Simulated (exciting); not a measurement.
Two BSE runs for the Si K edge of SiO2 (Stishovite), space group P4_2/mnm. Run A: exciting, all-electron LAPW+lo, PBEsol, exchange and screened direct term (singlet BSE), 3×3×5 shifted k points, 18 conduction bands, |G+q| up to 3 bohr⁻¹, full RPA screening with nempty = 40, Lorentzian half width 0.45 eV. Run B differs in one setting: k mesh, kernel cutoff, basis, band set, screening or width.

Energy from the Kohn–Sham onset, core level to the lowest empty state found on the meshes used; one zero for both, scaled to A's maximum:

```
E (eV)     A     B
  -5.0  0.01  0.01
  -4.5  0.01  0.01
  -4.0  0.02  0.01
  -3.5  0.02  0.02
  -3.0  0.03  0.02
  -2.5  0.03  0.03
  -2.0  0.05  0.03
  -1.5  0.08  0.05
  -1.0  0.13  0.08
  -0.5  0.30  0.16
   0.0  0.77  0.39
   0.5  0.90  0.80
   1.0  0.48  0.62
   1.5  0.33  0.38
   2.0  0.30  0.31
   2.5  0.30  0.32
   3.0  0.24  0.29
   3.5  0.19  0.22
   4.0  0.19  0.20
   4.5  0.20  0.23
   5.0  0.15  0.19
   5.5  0.13  0.16
   6.0  0.14  0.17
   6.5  0.12  0.16
   7.0  0.10  0.12
   7.5  0.08  0.10
   8.0  0.07  0.09
   8.5  0.06  0.08
   9.0  0.06  0.07
   9.5  0.05  0.06
  10.0  0.05  0.06
  10.5  0.05  0.06
  11.0  0.06  0.07
  11.5  0.06  0.07
  12.0  0.05  0.07
  12.5  0.05  0.06
  13.0  0.04  0.05
  13.5  0.03  0.04
```

Which is the likeliest?

The cutoff of the kernels (bohr⁻¹) from 3 to 1.5. The spectrum differs from run A by 32 % r.m.s. Moving the earlier curve by +0.3 eV leaves 13 %. The highest maximum lies at 0.6 eV (0.83), against 0.3 eV (1.00). The first bright state moves from 0.06 to 0.26 eV. The kernels miss the short-range part of the Coulomb interaction, its components above their cutoff. Other settings could leave a like mark; this is the change that was made.

[Banner, clock and machine lines of the logs are left out without a mark of their own.]

[Logs are printed without paths, hosts, clocks, repeated set-up lines and the standing remarks that a program may print on its own settings, such as how far it seeks lower states.]

[Hosts, paths, dates, database ids (printed as entryN), source tags and the programs' standing remarks are cut or masked in the printed files.]
